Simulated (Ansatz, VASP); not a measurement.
## One calculation of TaN, two programs

```
CELL_PARAMETERS angstrom
5.10792 0.00000 0.00000
-2.55396 4.42358 0.00000
0.00000 0.00000 2.86165
ATOMIC_POSITIONS crystal
Ta 0.33333 0.66667 0.50000
Ta 0.66667 0.33333 0.50000
Ta 0.00000 0.00000 0.00000
N 0.39285 0.00000 0.00000
N 0.60715 0.60715 0.00000
N 0.00000 0.39285 0.00000
```

Alike in both runs: task single point; functional PBEsol; k mesh 5 × 5 × 8; occupations fermi-dirac, width 0.05 eV; no spin polarisation.

|  | VASP | Ansatz |
| --- | --- | --- |
| version | VASP 6.6.1 | Ansatz 0.2.0 |
| potentials or method | VASP PAW PBE potentials, release 64 (Ta_pv, N) | plane waves, PAW |
| plane-wave cutoff (eV) | 520 | 550 |
| valence electrons in the cell | 48 | 54 |

|  | VASP | Ansatz | Ansatz less VASP |
| --- | --- | --- | --- |
| pressure (GPa) | 15.6 | 14.5 | -1.13 |
| largest component of the traceless stress (GPa) | 0.77 | 0.67 | -0.101 |

The functional is the same, so the differences come from potentials, cutoffs and numerics. The two sets of potentials don't hold the same shells in valence.

Caveats: so large a pressure means that the cell lies far from this level's equilibrium, or that cutoff or potentials fall short (VASP); the potentials were made for another functional, which shifts forces and pressure (VASP). The runs have no spin-orbit coupling, so splittings on Ta are missing.
